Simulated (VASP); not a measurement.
Set up this calculation in VASP 6.6.1, as the native input.

| Quantity | Value |
| --- | --- |
| Task | single point |
| Functional | r2SCAN |
| Potentials or basis | VASP PAW PBE potentials, release 64 (Be, Se) |
| Cutoff | 520 eV |
| k mesh | 8 × 8 × 8 |
| Occupations | fermi-dirac, width 0.03 eV |
| Spin | no spin polarisation |
| Dipole correction | no |
| Further INCAR settings | ALGO = Normal; EDIFF = 1e-06; NBANDS = 11 |

The system is BeSe.

```xyz
2
Lattice="0.0000 2.5666 2.5666 2.5666 0.0000 2.5666 2.5666 2.5666 0.0000" Properties=species:S:1:pos:R:3 pbc="T T T"
Be    0.0000    0.0000    0.0000
Se    3.8499    3.8499    3.8499
```

The cell comes from a database or a generator and needn't be the stable form of this composition.

The cell isn't the ideal one: volume scaled by 0.98.

One way to write it, as run:

POSCAR

```
BeSe
1.0
    0.0000000000      2.5666261436      2.5666261436
    2.5666261436      0.0000000000      2.5666261436
    2.5666261436      2.5666261436      0.0000000000
Be Se
1 1
Direct
    0.0000000000      0.0000000000      0.0000000000
    0.7500000000      0.7500000000      0.7500000000
```

INCAR.step1

```
SYSTEM = BeSe
PREC = Accurate
ENCUT = 520
ISMEAR = -1
SIGMA = 0.03
LREAL = .FALSE.
LASPH = .TRUE.
NELM = 80
NBANDS = 11
GGA = PE
ALGO = Normal
EDIFF = 1E-4
LWAVE = .TRUE.
LCHARG = .FALSE.
```

INCAR.step2

```
SYSTEM = BeSe
PREC = Accurate
ENCUT = 520
EDIFF = 1E-6
ISMEAR = -1
SIGMA = 0.03
LREAL = .FALSE.
LASPH = .TRUE.
NELM = 80
ALGO = Normal
ISIF = 2
LWAVE = .FALSE.
LCHARG = .TRUE.
METAGGA = R2SCAN
LMIXTAU = .TRUE.
LELF = .TRUE.
LVHAR = .TRUE.
NBANDS = 11
ISTART = 1
```

KPOINTS

```
regular mesh
0
G
  8 8 8
  0 0 0
```

Potentials or basis: VASP PAW PBE potentials, release 64 (Be, Se).

The run is started by

```bash
$ cat potpaw_PBE.64/Be/POTCAR potpaw_PBE.64/Se/POTCAR > POTCAR
$ cp INCAR.step1 INCAR
$ mpirun -np 1 vasp_std > vasp.out
$ cp INCAR.step2 INCAR
$ mpirun -np 1 vasp_std > vasp.out
```

It gave:

* Pressure: 1.7 GPa
* Band gap on the k mesh: 3.09 eV, indirect (least direct gap 5.18 eV)

Caveat: the PAW data sets were made with another functional, which shifts forces and pressure a little.

Wall time 24 s on 1 thread of Intel(R) Xeon(R) 6975P-C (Granite Rapids), with other jobs on the host, peak memory 0.16 GiB.
